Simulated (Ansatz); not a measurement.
# 3-layer Hf2CO2 MXene (AA) in a perpendicular field

Wanted: the out-of-plane response of the 3-layer Hf2CO2 MXene (AA). A positive field points along +c.

Method: plane-wave DFT, PBE-D3(BJ), Ansatz PAW (set soft_1); PAW set soft_1, in Ansatz 0.2.0.

Report form: the programs' logs are mostly left out.

## Step 1: Set-up

The cell holds 15 atoms: 6 O, 6 Hf and 3 C. Its edges and angles: a = 3.289 Å, b = 3.289 Å, c = 72.359 Å, α = 90.0°, β = 90.0°, γ = 120.0°. Regions: layer 1: Hf2CO2 MXene, 5 atoms (2 O, 2 Hf and 1 C); layer 2: Hf2CO2 MXene, 5 atoms (2 O, 2 Hf and 1 C); layer 3: Hf2CO2 MXene, 5 atoms (2 O, 2 Hf and 1 C). Vacuum lies along c.

## Step 2: Relaxing the slab

The starting cell is a guess, so the in-plane lattice and the atoms are relaxed first, with the slab cut off from its images along the normal.

Contents of input.yaml:

```yaml
crystal:
  lattice:
    - [3.289, 0.0, 0.0]
    - [-1.6445, 2.848357553, 0.0]
    - [0.0, 0.0, 72.3588403833]
  atoms:
    - { symbol: O, position: [0.3333333333, 0.6666666667, 0.3572472951] }
    - { symbol: Hf, position: [0.6666666667, 0.3333333333, 0.3735372413] }
    - { symbol: C, position: [0.0, 0.0, 0.3914721857] }
    - { symbol: Hf, position: [0.3333333333, 0.6666666667, 0.40940713] }
    - { symbol: O, position: [0.6666666667, 0.3333333333, 0.4256970763] }
    - { symbol: O, position: [0.3333333333, 0.6666666667, 0.4657751094] }
    - { symbol: Hf, position: [0.6666666667, 0.3333333333, 0.4820650557] }
    - { symbol: C, position: [0.0, 0.0, 0.5] }
    - { symbol: Hf, position: [0.3333333333, 0.6666666667, 0.5179349443] }
    - { symbol: O, position: [0.6666666667, 0.3333333333, 0.5342248906] }
    - { symbol: O, position: [0.3333333333, 0.6666666667, 0.5743029237] }
    - { symbol: Hf, position: [0.6666666667, 0.3333333333, 0.59059287] }
    - { symbol: C, position: [0.0, 0.0, 0.6085278143] }
    - { symbol: Hf, position: [0.3333333333, 0.6666666667, 0.6264627587] }
    - { symbol: O, position: [0.6666666667, 0.3333333333, 0.6427527049] }
  periodic: [true, true, false]
kpoints:
  mp_grid: { grid: [12, 12, 1] }
hamiltonian:
  xc: pbe
  dispersion: d3bj
  pseudopotentials: { kind: paw, azcp: { folder: soft_1 } }
scf:
  occupations: { method: fermi_dirac, width: 0.05 }
  convergence: { dr2_threshold: 1.0e-09 }
relax:
  f_tol: 0.004
  max_steps: 90
  cell: {}
output:
  write_potential: true
  write_density: true
  volumetric_format: npy
```

Started as:

```sh
> ansatz run input.yaml --threads 4 --pin off --max-ram 8192MiB --backend cpu --events-out ev --progress --plain --runs-dir out
```

It took 14 min on 4 threads of Intel Xeon Platinum 8488C (Sapphire Rapids), shared host; peak memory 2.7 GiB; 56 min of CPU time.

The steps of the relaxation (22 of 23):

```
step  energy less that of the first step (eV)  largest force component (eV/Å)  volume (Å³)
   1                                   0.0000                          4.5813       677.88
   2                                  -1.9804                          2.9015       666.58
   3                                  -2.6475                          0.3045       687.56
   4                                  -2.8437                          0.4737       663.99
   5                                  -2.9370                          0.0845       666.40
   6                                  -2.9965                          0.0643       665.73
   7                                  -3.0545                          0.0398       666.65
   8                                  -3.1035                          0.0460       668.20
   9                                  -3.1399                          0.0470       670.57
  10                                  -3.1654                          0.0833       674.03
  11                                  -3.1765                          0.3363       677.90
  13                                  -3.1955                          0.0380       682.53
  14                                  -3.2077                          0.0264       684.78
  15                                  -3.2182                          0.0242       690.44
  16                                  -3.2182                          0.0078       691.18
  17                                  -3.2179                          0.0093       691.73
  18                                  -3.2177                          0.0370       691.80
  19                                  -3.2179                          0.0015       691.70
 20*                                  -3.2278                          0.0026       691.70
  21                                  -3.2273                          0.0270       692.39
  22                                  -3.2276                          0.0002       692.03
 23*                                  -3.2278                          0.0003       692.03
```

Relaxation steps marked * repeat the geometry before them on a plane-wave basis chosen anew for their cell, so energy and pressure can jump there. Other such steps can lie between the rows shown. Relaxation steps 12, 18, 21 were tried and not accepted.

Forces are held to the 12 operations that the run works with; a distortion that breaks them can't arise in this run.

```
cell as run  before  after  change
      a (Å)   3.289  3.323  +1.0 %
      b (Å)   3.289  3.323  +1.0 %
```

The atoms that moved most (Å, along periodic axes as changes of fractional coordinates times the final cell, across vacuum about the mean position):

```
atom     dx     dy      dz  length
  O1  0.000  0.000   1.990   1.990
 O15  0.000  0.000  -1.990   1.990
 Hf4  0.000  0.000   1.860   1.860
Hf12  0.000  0.000  -1.860   1.860
  C3  0.000  0.000   1.788   1.788
 C13  0.000  0.000  -1.788   1.788
Hf14  0.000  0.000  -1.719   1.719
 Hf2  0.000  0.000   1.719   1.719
```

Final coordinates:

```cif
data_structure
_symmetry_space_group_name_H-M 'P 1'
_symmetry_Int_Tables_number 1
_cell_length_a 3.3231
_cell_length_b 3.3231
_cell_length_c 72.3588
_cell_angle_alpha 90.000
_cell_angle_beta 90.000
_cell_angle_gamma 120.000
_cell_volume 692.03
loop_
_atom_site_label
_atom_site_type_symbol
_atom_site_fract_x
_atom_site_fract_y
_atom_site_fract_z
_atom_site_occupancy
O1 O 0.33333 0.66667 0.38475 1
Hf2 Hf 0.66667 0.33333 0.39730 1
C3 C 0.00000 0.00000 0.41619 1
Hf4 Hf 0.33333 0.66667 0.43511 1
O5 O 0.66667 0.33333 0.44689 1
O6 O 0.33333 0.66667 0.46932 1
Hf7 Hf 0.66667 0.33333 0.48111 1
C8 C 0.00000 0.00000 0.50000 1
Hf9 Hf 0.33333 0.66667 0.51889 1
O10 O 0.66667 0.33333 0.53068 1
O11 O 0.33333 0.66667 0.55311 1
Hf12 Hf 0.66667 0.33333 0.56489 1
C13 C 0.00000 0.00000 0.58381 1
Hf14 Hf 0.33333 0.66667 0.60270 1
O15 O 0.66667 0.33333 0.61525 1
```

The lattice constant a goes from 3.289 to 3.323 Å.

## Step 3: Atoms held, field 0

A sawtooth potential applies the field, turning back in the middle of the vacuum. With the dipole correction the typed value is the field outside the slab. The induced dipole is small, so the SCF threshold is tight.

The cell differs from the one that the last finished run ended in (c 72.359 → 34.679 Å).

Contents of input.yaml:

```yaml
crystal:
  lattice:
    - [3.323149751, 0.0, 0.0]
    - [-1.6615748755, 2.877932105, 0.0]
    - [0.0, 0.0, 34.678609042]
  atoms:
    - { symbol: O, position: [0.3333333333, 0.6666666667, 0.2595259801] }
    - { symbol: Hf, position: [0.6666666667, 0.3333333333, 0.2857087209] }
    - { symbol: C, position: [0.0, 0.0, 0.3251197723] }
    - { symbol: Hf, position: [0.3333333333, 0.6666666667, 0.3645946406] }
    - { symbol: O, position: [0.6666666667, 0.3333333333, 0.3891774524] }
    - { symbol: O, position: [0.3333333333, 0.6666666667, 0.4359878639] }
    - { symbol: Hf, position: [0.6666666667, 0.3333333333, 0.4605747427] }
    - { symbol: C, position: [0.0, 0.0, 0.5] }
    - { symbol: Hf, position: [0.3333333333, 0.6666666667, 0.5394252573] }
    - { symbol: O, position: [0.6666666667, 0.3333333333, 0.5640121361] }
    - { symbol: O, position: [0.3333333333, 0.6666666667, 0.6108225476] }
    - { symbol: Hf, position: [0.6666666667, 0.3333333333, 0.6354053594] }
    - { symbol: C, position: [0.0, 0.0, 0.6748802277] }
    - { symbol: Hf, position: [0.3333333333, 0.6666666667, 0.7142912791] }
    - { symbol: O, position: [0.6666666667, 0.3333333333, 0.7404740199] }
kpoints:
  mp_grid: { grid: [18, 18, 1] }
  band_path:
    path: [[0, 0, 0], [0.5, 0, 0], [0.33333333, 0.33333333, 0], [0, 0, 0]]
    npoints: 16
hamiltonian:
  xc: pbe
  dispersion: d3bj
  pseudopotentials: { kind: paw, azcp: { folder: soft_1 } }
scf:
  occupations: { method: fermi_dirac, width: 0.02585 }
  convergence: { dr2_threshold: 1.0e-10 }
efield:
  axis: 3
  dipole_correction: true
  ramp_position: 0.97
  ramp_width: 0.06
  amplitude: 0
output:
  dos: { projected: true, e_range: [-6, 5] }
  write_potential: true
  write_density: true
  volumetric_format: npy
  elf: true
```

Wall time 87 s (4 threads); peak memory 2.4 GiB; 5.7 min of CPU time.

This step gave:

- dipole along the normal: -6.96e-8 e·Å
- gap along the path: 0.7302 eV
- smallest direct gap along the path: 1.967 eV
- ionisation energy, upper face: 5.278 eV
- electron affinity, upper face: 4.547 eV
- gap, the smaller of path and mesh: 0.7302 eV

The electron's electrostatic potential energy less the Fermi level oscillates, so the rows of the table below give means over windows of 1 Å about each position, cut where the curve ends. Its maxima inside the range that stand out by 2 % of the span (Å: eV): 11.3: -8.01, 13.9: -6.66, 17.3: -8.04, 20.8: -6.66, 23.4: -8.01. Its minima: 10.3: -8.90, 12.3: -9.10, 16.3: -9.10, 18.4: -9.10, 22.4: -9.10, 24.4: -8.90.

Running mean over a fixed 2.7 Å (it still follows the layers) of the planar mean; the ramp of the sawtooth is left out. Table of electron's electrostatic potential energy less the Fermi level by z; means over each step:

z (Å), electron's electrostatic potential energy less the Fermi level (eV) and a bar from the least value:
```
        4       4.91 ##############################
        5       4.91 ##############################
        6       4.90 ##############################
        7       4.42 #############################
        8       0.50 ####################
        9      -5.14 ########
       10      -8.46 
       11      -8.16 #
       12      -8.67 
       13      -7.87 ##
       14      -6.76 ####
       15      -6.89 ####
       16      -8.60 
       17      -8.30 #
       18      -8.62 
       19      -8.01 #
       20      -6.76 ####
       21      -6.85 ####
       22      -8.50 
       23      -8.34 #
       24      -8.41 #
       25      -7.79 ##
       26      -3.46 ###########
       27       2.23 ########################
       28       4.75 ##############################
       29       4.91 ##############################
       30       4.91 ##############################
       31       4.91 ##############################
```

The density of states has structure finer than the step of the table below, so its rows give means over 0.25 eV, whole bins alone (the curve runs from -6 to 2.35 eV). Peaks (eV: height): -5.830: 34.3, -5.780: 31.3, -5.120: 18.7, -4.920: 21.6, -4.870: 17.1, -4.540: 30.6, -4.260: 27.8.

Table of density of states by energy, zero at the Fermi level of the run, which the smearing sets inside the gap; means over each step:

energy (eV), density of states (states/eV a cell) and a bar:
```
    -5.75       17.7 #############################
    -5.50        6.7 ###########
    -5.25        9.4 ###############
    -5.00       13.0 #####################
    -4.75       11.6 ###################
    -4.50       18.4 ##############################
    -4.25       17.7 #############################
    -4.00        9.3 ###############
    -3.75        3.2 #####
    -3.50        0.3 #
    -3.25        3.5 ######
    -3.00        5.3 #########
    -2.75        8.7 ##############
    -2.50        7.3 ############
    -2.25        7.3 ############
    -2.00       10.3 #################
    -1.75       12.6 #####################
    -1.50        7.8 #############
    -1.25        5.5 #########
    -1.00        2.0 ###
    -0.75        1.2 ##
    -0.50        0.7 #
    -0.25        0.0 
     0.00        0.0 
     0.25        0.0 
     0.50        0.6 #
     0.75        1.1 ##
     1.00        2.3 ####
     1.25        3.6 ######
     1.50        7.1 ############
     1.75        7.4 ############
     2.00        3.2 #####
```

Projected DOS per atom over height of the atomic layer and energy from the Fermi level. Layers: O Hf C Hf O O Hf C Hf O O Hf C Hf O from below.

Values in states/eV, 22 rows by 15 columns, each cell a mean:
```
0.04 0.28 0.04 0.32 0.04 0.04 0.31 0.04 0.31 0.04 0.04 0.32 0.04 0.28 0.04
0.12 0.80 0.10 0.76 0.13 0.15 0.89 0.10 0.89 0.15 0.13 0.76 0.10 0.80 0.12
0.17 0.80 0.10 0.71 0.16 0.17 0.73 0.08 0.73 0.17 0.16 0.71 0.10 0.80 0.17
0.10 0.32 0.04 0.34 0.08 0.05 0.23 0.04 0.23 0.05 0.08 0.34 0.04 0.32 0.10
0.03 0.08 0.01 0.11 0.02 0.03 0.15 0.02 0.15 0.03 0.02 0.11 0.01 0.08 0.03
0.00 0.01 0.00 0.01 0.00 0.00 0.02 0.00 0.02 0.00 0.00 0.01 0.00 0.01 0.00
0.00 0.00 0.00 0.00 0.00 0.00 0.00 0.00 0.00 0.00 0.00 0.00 0.00 0.00 0.00
0.02 0.02 0.13 0.02 0.02 0.02 0.02 0.12 0.02 0.02 0.02 0.02 0.13 0.02 0.02
0.05 0.06 0.26 0.06 0.05 0.05 0.07 0.28 0.07 0.05 0.05 0.06 0.26 0.06 0.05
0.25 0.18 0.80 0.18 0.23 0.23 0.18 0.77 0.18 0.23 0.23 0.18 0.80 0.18 0.25
0.46 0.44 1.90 0.49 0.38 0.36 0.44 1.67 0.44 0.36 0.38 0.49 1.90 0.44 0.46
0.37 0.41 1.55 0.47 0.33 0.39 0.51 1.82 0.51 0.39 0.33 0.47 1.55 0.41 0.37
0.30 0.38 1.08 0.32 0.28 0.29 0.33 1.08 0.33 0.29 0.28 0.32 1.08 0.38 0.30
0.36 0.39 1.06 0.34 0.46 0.37 0.34 0.97 0.34 0.37 0.46 0.34 1.06 0.39 0.36
0.23 0.21 0.49 0.23 0.13 0.19 0.26 0.59 0.26 0.19 0.13 0.23 0.49 0.21 0.23
0.05 0.03 0.07 0.03 0.04 0.06 0.03 0.09 0.03 0.06 0.04 0.03 0.07 0.03 0.05
0.74 0.17 0.19 0.20 1.06 1.09 0.24 0.29 0.24 1.09 1.06 0.20 0.19 0.17 0.74
2.46 0.55 0.46 0.49 1.73 1.58 0.49 0.45 0.49 1.58 1.73 0.49 0.46 0.55 2.46
3.09 0.97 0.40 0.43 1.05 1.01 0.36 0.19 0.36 1.01 1.05 0.43 0.40 0.97 3.09
2.08 0.83 0.25 0.39 0.86 0.97 0.40 0.26 0.40 0.97 0.86 0.39 0.25 0.83 2.08
1.27 0.57 0.21 0.23 0.44 0.61 0.26 0.19 0.26 0.61 0.44 0.23 0.21 0.57 1.27
0.56 0.34 0.23 0.73 2.26 2.25 0.71 0.23 0.71 2.25 2.26 0.73 0.23 0.34 0.56
```
Columns: height of the atomic layer (Å) from 9 to 25.7 (not evenly spaced); rows upwards: energy from the Fermi level (eV) from -5.96 to 2.32.

Electronic bands along the path, in eV, zero at the Fermi level of the run, which the smearing sets inside the gap:

```
  point  band 99  band 100  band 101  band 102  band 103  band 104  band 105  band 106
      Γ    -0.39     -0.39     -0.36     -0.36      1.66      1.66      1.80      1.80
halfway    -1.43     -1.43     -1.36     -1.22      1.02      1.20      1.45      3.00
      M    -1.65     -1.60     -1.60     -1.60      0.37      0.78      1.27      3.16
halfway    -2.32     -2.17     -2.02     -1.94      1.37      1.59      1.86      3.20
      K    -2.71     -2.70     -2.65     -2.65      1.87      2.04      2.12      3.03
halfway    -2.02     -1.72     -1.47     -1.28      1.55      1.63      1.72      2.53
      Γ    -0.39     -0.39     -0.36     -0.36      1.66      1.66      1.80      1.80
```

ELF in the ca plane at fractional y = 0.333, with atoms of Hf and O within 0.2 Å of it. It is the smooth field of the valence electrons, not physical close to the nuclei.

Ten even steps from '0' (0.04) to '9' (0.85), each cell a mean:
```
11245224420147740013542244102577300145313531
03799721211588983048995112116889820589841210
04999830101785695059997200028857931799961000
04899820101687895059997101027878921699951110
01577412310368862026773133104788510367621320
32122136520123420121211465101243102112125641
66411378632210002553114785222100035521157742
77521478632210002664115886222100036631268852
54200257631111100331003675211011013310147741
```
Columns run along c (16.0 Å, from fractional 0.25 to 0.71 of the cell), rows up along a (3.3 Å). Atoms in or near the plane, at fractional coordinates: Hf at (0.29, 0.67), O at (0.39, 0.67), Hf at (0.46, 0.67), O at (0.56, 0.67), Hf at (0.64, 0.67).

Valence density in the ca plane at fractional y = 0.333, with atoms of Hf and O within 0.2 Å of it. It is the smooth field of the valence electrons, not physical close to the nuclei.

Ten steps, logarithmic in the rise over the least value, from '0' (0 e/Å³) to '9' (45 e/Å³), each cell a mean:
```
00133100000012100012321000001121000123210000
01477410000134420025763100001343100367620000
02699620000145531037995100002465201489830000
02688510000135531037984100002454201479730000
01355310000123210013542000001232100245410000
00111100000011000001110000001110000011100000
00000001111110000010000111111000000100001111
01000011111110000010000111111100000100001111
00000001101110000000000011011000000000001100
```
Columns run along c (16.0 Å, from fractional 0.25 to 0.71 of the cell), rows up along a (3.3 Å). Atoms in or near the plane, at fractional coordinates: Hf at (0.29, 0.67), O at (0.39, 0.67), Hf at (0.46, 0.67), O at (0.56, 0.67), Hf at (0.64, 0.67).

Electrostatic potential energy in the ca plane at fractional y = 0.333, with atoms of Hf and O within 0.2 Å of it. With pseudopotentials it is smooth inside the atoms' cores, unlike the true potential.

Values in eV, 5 rows by 16 columns, each cell a mean:
```
 12  12  12  12  12  12  11   2 -20  -5   7   1  -4   3 -19  -8
 12  12  12  12  12  12  10  -5 -20 -14   8  -6 -23  -2 -20 -16
 12  12  12  12  12  12  11   1 -21  -6   7   1  -5   3 -20  -8
 12  12  12  12  12  12  12   8   3   6   3  -5   6   8   3   6
 12  12  12  12  12  12  12   8   3   6   3  -5   6   8   3   6
```
Columns run along c (16.0 Å, from fractional 0.04 to 0.50 of the cell; values clipped at the 3rd and 97th percentile), rows up along a (3.3 Å). Atoms in or near the plane, at fractional coordinates: Hf at (0.29, 0.67), O at (0.39, 0.67), Hf at (0.46, 0.67).

The gap is 0.73 eV, with the valence edge 5.28 eV and the conduction edge 4.55 eV under the upper vacuum level. Spin-orbit coupling, left out in this run, matters for the bands of elements this heavy.

## Step 4: Single point, field 0.1 V/Å

input.yaml, as its differences from that of step 3:

```diff
@@ -36,7 +36,6 @@
   dipole_correction: true
-  ramp_position: 0.97
-  ramp_width: 0.06
-  amplitude: 0
+  ramp_position: 0.958
+  ramp_width: 0.0841
+  amplitude: 0.1
 output:
-  dos: { projected: true, e_range: [-6, 5] }
   write_potential: true
@@ -44,2 +43 @@
   volumetric_format: npy
-  elf: true
```

The job ended after 84 s (4 threads; peak memory 2.1 GiB).

The dipole is 0.0848 e·Å, and the gap 0.659 eV.

## Step 5: Single point, field -0.1 V/Å

input.yaml, as its differences from that of step 4:

```diff
@@ -38,3 +38,3 @@
   ramp_width: 0.0841
-  amplitude: 0.1
+  amplitude: -0.1
 output:
```

Elapsed: 84 s, on 4 threads; peak memory 2.1 GiB; 5.5 min of CPU time.

The dipole is -0.0848 e·Å, and the gap 0.659 eV.

## Step 6: Atoms held, field 0.2 V/Å

input.yaml, as its differences from that of step 5:

```diff
@@ -38,3 +38,3 @@
   ramp_width: 0.0841
-  amplitude: -0.1
+  amplitude: 0.2
 output:
```

Elapsed: 83 s, on 4 threads; peak memory 2.1 GiB.

The dipole is 0.170 e·Å, and the gap 0.560 eV.

(Part 1 of 2 ends here.)

[Logs are printed without paths, hosts, clocks, repeated set-up lines and the standing remarks that a program may print on its own settings, such as how far it seeks lower states.]

[Hosts, paths, dates, database ids (printed as entryN), source tags and the programs' standing remarks are cut or masked in the printed files.]

[Maps of the electrostatic potential energy from Ansatz leave out the sawtooth potential of an applied field or a dipole correction, so their vacuum need not be flat; planar profiles and work functions include it.]

[The density of states shown here was stored with 400 of the rows of the run's finer table, so its peaks can read low, often by over a quarter, or be missed, and its means over a window can be off by a tenth or more.]
